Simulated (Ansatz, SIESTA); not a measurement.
**One calculation of MoS2, 3 ways**

```
CELL_PARAMETERS angstrom
1.58550 0.91539 6.11500
-1.58550 0.91539 6.11500
0.00000 -1.83078 6.11500
ATOMIC_POSITIONS crystal
Mo 0.00526 0.98847 0.00654
S 0.24910 0.25717 0.23994
S 0.74176 0.73264 0.76980
```

Atoms were shifted at random by some hundredths of an Å from the given cell, which wasn't relaxed again for these runs.

Alike in all runs: task single point; functional PBEsol; k mesh 10 × 10 × 10; occupations fermi-dirac, width 0.05 eV; no spin polarisation; no spin-orbit coupling. A missing gap at this level doesn't show that the real crystal is a metal. Pressure is positive in compression and, in plane waves, holds the error of the finite cutoff, which Ansatz's Pulay term estimates and takes out.

```csv
program and potentials,plane-wave cutoff (eV),notes,band gap (eV),pressure (GPa),largest force (eV/Å),energy over the undisturbed cell (meV/atom)
"Ansatz, Ansatz PAW",420,"potentials made for PBE, which Ansatz adapts in part",no gap,3.77,1.354,14.37
"Ansatz, all-electron LAPW, scalar-relativistic",-,-,no gap,3.79,1.354,-
"SIESTA, files PseudoDojo sr-pbesol-0.4.1-standard, DZP (energy shift 0.003 Ry; two zetas on semicore shells)",-,atomic basis,no gap,6.89,1.773,16.54
```

Force on atom 3 (S), eV/Å:

```csv
program and potentials,x,y,z
"Ansatz, Ansatz PAW",-0.014,0.419,1.287
"Ansatz, all-electron LAPW, scalar-relativistic",-0.014,0.419,1.287
"SIESTA, files PseudoDojo sr-pbesol-0.4.1-standard, DZP (energy shift 0.003 Ry; two zetas on semicore shells)",-0.010,0.438,1.718
```

None finds a gap. The pressure spans 3.77 (Ansatz, Ansatz PAW) to 6.89 GPa (SIESTA, files PseudoDojo sr-pbesol-0.4.1-standard, DZP (energy shift 0.003 Ry; two zetas on semicore shells)), with all-electron results at 3.79. Rows in atomic bases carry the error of their basis and grid, which can be large.

Differences between rows come from potentials, basis sets and numerical settings, since the functional is the same but for its coding. Runs on potential files found faulty are left out.
